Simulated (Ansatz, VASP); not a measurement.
# One calculation of AlN, two programs

```xyz
8
Lattice="3.0972 0.0000 0.0000 -1.5486 2.6822 0.0000 0.0000 0.0000 10.0339" Properties=species:S:1:pos:R:3 pbc="T T T"
Al    0.0000    0.0000   -0.0127
Al    0.0000    1.7881    2.5069
Al    0.0000    0.0000    5.0043
Al    1.5486    0.8941    7.5238
N     0.0000    0.0000    1.8885
N     0.0000    1.7881    4.3970
N     0.0000    0.0000    6.9055
N     1.5486    0.8941    9.4140
```

Alike in both runs: task single point; functional LDA; k mesh 12 × 12 × 4; no spin polarisation.

|  | VASP | Ansatz |
| --- | --- | --- |
| version | VASP 6.6.1 | Ansatz 0.2.0 |
| potentials or method | VASP PAW LDA potentials, release 64 (Al, N) | plane waves, PAW |
| plane-wave cutoff (eV) | 520 | 420 |
| occupations | gaussian, width 0.01 eV | fixed |
| valence electrons in the cell | 32 | 32 |

```csv
,VASP,Ansatz,Ansatz less VASP
gap on the k mesh at the Fermi level (eV),3.93,3.95,+0.018
pressure (GPa),-3.3,-3.8,-0.53
```

A k mesh can miss the band edges. As with any semilocal functional, this LDA gap is likely too small.
